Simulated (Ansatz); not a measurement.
Runs of Ansatz 0.2.0 on ZnSe (Stilleite). It takes space group F-43m (No. 216, cubic). The conventional cell has a = 5.668 Å, b = 5.668 Å, c = 5.668 Å, α = 90.00°, β = 90.00°, γ = 90.00°. Around Se (site symmetry -43m) lie 4 Zn at 2.45 Å. Zn (site symmetry -43m) is surrounded by 4 Se at 2.45 Å. 

```csv
task,level,potentials or basis,spin,cell,k mesh,cutoff (eV),smearing,basis error allowed,gap on the mesh (eV),pressure (GPa)
Born charges and dielectric tensor,BLYP+D4,all-electron PAW datasets made for the crystal,off,as given,8 × 8 × 8,250,fixed,-,(a),-
single point,PBE,"all-electron LAPW, scalar-relativistic",off,as given,8 × 8 × 8,311,gaussian 0.026 eV,0.001 eV/atom,1.29,2.1
Born charges and dielectric tensor,PBE,all-electron PAW datasets made for the crystal,off,as given,8 × 8 × 8,250,fixed,-,1.29,-
single point,PBE,"all-electron LAPW, scalar-relativistic",off,as given,6 × 6 × 6,286,fermi-dirac 0.04 eV,0.002 eV/atom,1.29,2.1
band structure,PBEsol+D3(BJ),"all-electron LAPW, relativistic spinors","SOC, no magnetisation",volume scaled by 0.8,6 × 6 × 6,375,gaussian 0.05 eV,0.001 eV/atom,1.98,18.3
```

Fill in the values left out.

(a) 1.23.

Caveats: the program warned that the printed levels may be off, so bands, gaps and densities of states are rough (some runs); so large a pressure means that the cell lies far from this level's equilibrium, or that cutoff or potentials fall short (some runs).

A k mesh can miss the band edges, and rows without SOC leave out spin-orbit coupling on Se.

The runs don't all hold the same shells in valence.
